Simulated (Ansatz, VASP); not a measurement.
## One calculation of NiO, two programs

```xyz
2
Lattice="0.0000 2.0913 2.0913 2.0913 0.0000 2.0913 2.0913 2.0913 0.0000" Properties=species:S:1:pos:R:3 pbc="T T T"
Ni    0.0000    0.0000    0.0000
O     2.0913    2.0913    2.0913
```

Alike in both runs: task single point; functional PBEsol; k mesh 8 × 8 × 8; occupations gaussian, width 0.05 eV; collinear spin; Hubbard terms Ni d U = 4.0 eV.

|  | VASP | Ansatz |
| --- | --- | --- |
| version | VASP 6.6.1 | Ansatz 0.2.0 |
| potentials or method | VASP PAW PBE potentials, release 64 (Ni, O) | scalar-relativistic, plane waves, PAW |
| plane-wave cutoff (eV) | 520 | 420 |
| valence electrons in the cell | 16 | 24 |

|  | VASP | Ansatz | Ansatz less VASP |
| --- | --- | --- | --- |
| gap on the k mesh at the Fermi level (eV) | 1.16 | 1.01 | -0.141 |
| least direct gap on the mesh (eV) | 2.08 | 1.92 | -0.163 |
| pressure (GPa) | -6.0 | 0.5 | +6.47 |
| net moment per atom (μB) | 1.00 | 1.00 | 0.000 |
| size of the moment on the site where the two differ most (μB) | 1.74 | 1.67 | -0.071 |

Site moments also hang on the region over which each program counts them. The programs project onto different local orbitals, so the same U acts differently. The two sets of potentials don't hold the same shells in valence.

Caveats: the PAW data sets were made with another functional, which shifts forces and pressure a little (VASP); a cell with one magnetic atom can't hold antiferromagnetic order, which such compounds often take. A k mesh can miss the band edges. The state reached can hang on the start; a lower one may exist.
